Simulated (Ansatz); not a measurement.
# C: the cost of one run

Computed with Ansatz 0.2.0 (DFT PBE, scalar-relativistic, plane waves, PAW, unless a step names another level, unless a step's input says otherwise).

1 further run of the same task is left out (it didn't finish).

## (1) Starting point

Symmetry: P6/mmm, No. 191, hexagonal system. The conventional cell has a = 2.466 Å, b = 2.466 Å, c = 4.424 Å, α = 90.00°, β = 90.00°, γ = 120.00°. C (site symmetry -6m2) is surrounded by 3 C at 1.42 Å.

Coordinates:

```cif
data_structure
_symmetry_space_group_name_H-M 'P6/mmm'
_symmetry_Int_Tables_number 191
_cell_length_a 2.4665
_cell_length_b 2.4665
_cell_length_c 4.4239
_cell_angle_alpha 90.000
_cell_angle_beta 90.000
_cell_angle_gamma 120.000
_cell_volume 23.31
loop_
_atom_site_label
_atom_site_type_symbol
_atom_site_symmetry_multiplicity
_atom_site_Wyckoff_symbol
_atom_site_fract_x
_atom_site_fract_y
_atom_site_fract_z
_atom_site_occupancy
C1 C 2 d 0.33333 0.66667 0.50000 1
```

It is the end of an earlier relaxation with the same method, from a generated guess; it needn't be the stable form of this composition. At a tolerance of 0.05 Å it has space group P6/mmm (No. 191); it has 11.65 Å³/atom, an uncorrected energy of +0.00 eV/atom over the standard state and, on its mesh, gap none (metal).

## (2) Elastic constants, atoms relaxed

input.yaml

```yaml
crystal:
  lattice:
    - [2.4664998314, 0.0, 0.0]
    - [-1.2332499157, 2.1360515124, 0.0]
    - [0.0, 0.0, 4.5224425652]
  atoms:
    - { symbol: C, position: [0.3333333333, 0.6666666667, 0.5] }
    - { symbol: C, position: [0.6666666667, 0.3333333333, 0.5] }
basis:
  ecutwfc: 420
kpoints:
  mp_grid: { grid: [24, 24, 12] }
hamiltonian:
  xc: pbe
scf:
  occupations: { method: fermi_dirac, width: 0.15 }
output:
  forces: true
  stress: true
  eigenvalues: true
elastic:
  mode: relaxed_ion
  amplitude: 0.005
```

The run is started by

```sh
$ ansatz run input.yaml --threads 1 --pin off --max-ram 2560MiB --backend cpu --events-out ev --progress --plain --runs-dir out
```

What time and memory should one allow on 1 thread of Arm Neoverse V1, shared host?

About 9.1 min, with a peak of 0.67 GiB.
